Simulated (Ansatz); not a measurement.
Consider the ligand exchange at the Al–Br bond: `[AlH2][Br]` + `CCCS` → `CCC[S][AlH2]` + HBr.

Gas-phase electronic energies from Ansatz, PBE0-D4/def2-TZVP geometries. CCSD(T)/CBS is the MP2 limit (def2-TZVPP, def2-QZVPP) plus CCSD(T) − MP2 in def2-TZVPP, frozen cores. Functionals use def2-TZVPP. For Br outer-core shells are correlated without core-valence functions, which leaves a few kJ/mol of doubt a bond. Scalar relativity is left out up to krypton. Each species was taken in one conformer, which may not be the lowest.

```tsv
species	ωB97X-V energy (Eh)
`[AlH2][Br]`	-2817.56661
`CCCS`	-517.29215
`CCC[S][AlH2]`	-760.31696
HBr	-2574.52140
```

Task: Work out ΔE.

Result: ΔE = (-760.31696) + (-2574.52140) − (-2817.56661) − (-517.29215) = 0.02040 Eh = +12.8 kcal/mol. CCSD(T)/CBS gives +12.4 kcal/mol.

Largest T1 diagnostic among the species: 0.010.

From PBE to PBE0 (25 % exact exchange), in def2-TZVPP and without D4, ΔE moves by +1.1 kcal/mol. The D4 term adds −1.1 kcal/mol with B3LYP and −0.7 kcal/mol with PBE0; it sums over pairs of atoms, weighted by their polarisabilities, and B3LYP, whose exchange is more repulsive, gets the larger term.

B3LYP here is the variant with VWN-RPA as its local correlation; programs differ in this.
